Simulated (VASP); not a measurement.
## Si: relaxation of cell and atoms with PBEsol

Crystal: Si.

```
Si
1.0
     0.00000    2.72000    2.72000
     2.72000    0.00000    2.72000
     2.72000    2.72000    0.00000
Si
2
Direct
  0.00000 0.00000 0.00000
  0.25000 0.25000 0.25000
```

The cell was built by a generator and needn't be a form met in nature.

```
Program                : VASP 6.6.1
Task                   : relaxation of cell and atoms
Functional             : PBEsol
Potentials or basis    : VASP PAW PBE potentials, release 64 (Si)
Cutoff                 : 600 eV
k mesh                 : 10 × 10 × 10
Occupations            : gaussian, width 0.02 eV
Spin                   : no spin polarisation
Dipole correction      : no
Further INCAR settings : ALGO = Normal; EDIFF = 1e-06; IBRION = 2; EDIFFG = -0.002; NSW = 100; ISIF = 3
```

```
Relaxed volume                         : 20.08 Å³/atom
Relaxed cell                           : a = 3.844 Å, b = 3.844 Å, c = 3.844 Å, α = 60.00°, β = 60.00°, γ = 60.00°
Space group after relaxing (to 0.05 Å) : Fd-3m (No. 227)
Energy gained by relaxing              : 0.0 meV/atom
Ionic steps                            : 3
Pressure after relaxing                : 0.0 GPa
Band gap on the k mesh                 : 0.47 eV, indirect (least direct gap 2.52 eV)
```

Final structure:
```
CELL_PARAMETERS angstrom
0.00000 2.71785 2.71785
2.71785 0.00000 2.71785
2.71785 2.71785 0.00000
ATOMIC_POSITIONS crystal
Si 0.00000 0.00000 0.00000
Si 0.25000 0.25000 0.25000
```

Levels at points of the mesh, in eV from the valence-band top:
```tsv
k point	band 1	band 2	band 3	band 4	band 5	band 6	band 7	band 8
(0.00, 0.00, 0.00)	-11.97	0.00	0.00	0.00	2.52	2.52	2.52	3.29
(0.50, 0.00, 0.00)	-9.63	-7.00	-1.20	-1.20	1.46	3.27	3.27	7.51
(0.50, 0.50, 0.00)	-7.82	-7.82	-2.87	-2.87	0.59	0.59	10.04	10.04
```

Wall time 17 s on 1 thread of Intel(R) Xeon(R) Platinum 8259CL CPU @ 2.50GHz (Skylake/Cascade Lake) (shared host), peak memory 0.17 GiB.

Caveat: the PAW data sets were made with another functional, which shifts forces and pressure a little. As with any semilocal functional, this PBEsol gap is likely too small.
